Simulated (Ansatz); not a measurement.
Errors in the atomisation enthalpy at 298 K

8 molecules; the atomisation enthalpy at 298 K in kJ/mol, computed less measured. Shapes, held fixed at every level: PBE0-D4/def2-TZVP. Flexible molecules stand in one conformer, not always the lowest. Thermal terms are harmonic and unscaled (PBE0-D4/def2-TZVP); the spin-orbit lowering of the free atoms is taken from their spectra. Programs: Ansatz 0.2.0. Measured values: Active Thermochemical Tables, CRC Handbook of Chemistry and Physics, NIST-JANAF tables.

Levels: A = PBE/def2-SVPD; B = r2SCAN/def2-SVPD; C = PBE0-D4/def2-TZVPP; D = CCSD(T)/def2-SVP.

```json
{"molecule": "B(OH)F2 (difluorohydroxyborane)", "from tabulated heats": "2280", "A": "+71", "B": "+28", "C": "-7", "D": "-98"}
{"molecule": "CClF3 (SMILES FC(F)(F)Cl)", "from tabulated heats": "1787", "A": "+119", "B": "+36", "C": "+18", "D": "-109"}
{"molecule": "CH3I (methyl iodide)", "from tabulated heats": "1463", "A": "+10", "B": "-10", "C": "-4", "D": "-93"}
{"molecule": "CHF3 (trifluoromethane)", "from tabulated heats": "1869", "A": "+101", "B": "+27", "C": "+3", "D": "-96"}
{"molecule": "C2H4F2 (1,2-difluoroethane)", "from tabulated heats": "2915", "A": "+105", "B": "+31", "C": "+6", "D": "-147"}
{"molecule": "C2H6 (SMILES CC)", "from tabulated heats": "2826", "A": "+37", "B": "+10", "C": "+2", "D": "-109"}
{"molecule": "CH4N2O (urea)", "from tabulated heats": "3029", "A": "+176", "B": "+35", "C": "+12", "D": "-229"}
{"molecule": "C3H6 (cyclopropane)", "from tabulated heats": "3405", "A": "+97", "B": "+35", "C": "+31", "D": "-134"}
```

Q: Which level does best on this set, which worst, and which err to one side?

A: 
```csv
level,kind,mean error,mean absolute error,worst case
PBE/def2-SVPD,GGA,+89.5,89.5,CH4N2O
r2SCAN/def2-SVPD,meta-GGA,+24.0,26.5,CClF3
PBE0-D4/def2-TZVPP,global hybrid,+7.6,10.4,C3H6
CCSD(T)/def2-SVP,coupled cluster or CI,-126.9,126.9,CH4N2O
```

On this set PBE0-D4/def2-TZVPP has the smallest mean absolute error and CCSD(T)/def2-SVP the largest. PBE/def2-SVPD is too high in 8 of 8; r2SCAN/def2-SVPD is too high in 7 of 8; PBE0-D4/def2-TZVPP is too high in 6 of 8; CCSD(T)/def2-SVP is too low in 8 of 8. The molecules' own spin-orbit binding is left out, so errors for heavy halides read too negative. Heats of the atoms come from ATcT where it has them, that of boron, 570 kJ/mol, from recent work. The levels differ in basis as well as in method. The tabulated values of B(OH)F2, CH4N2O are in doubt (older tables, estimates, or at odds with other calculations) and kept here. Over the 6 molecules whose values aren't doubted the mean absolute errors are A 78.2; B 24.8; C 10.7; D 114.7. For CCSD(T)/def2-SVP the error tends to grow with the atomisation enthalpy. Correlated wave functions converge slowly with the basis. For atoms past krypton def2 sets carry core potentials with scalar relativity. Outer-core shells of I are correlated, in sets that cover them unevenly. The set is small.
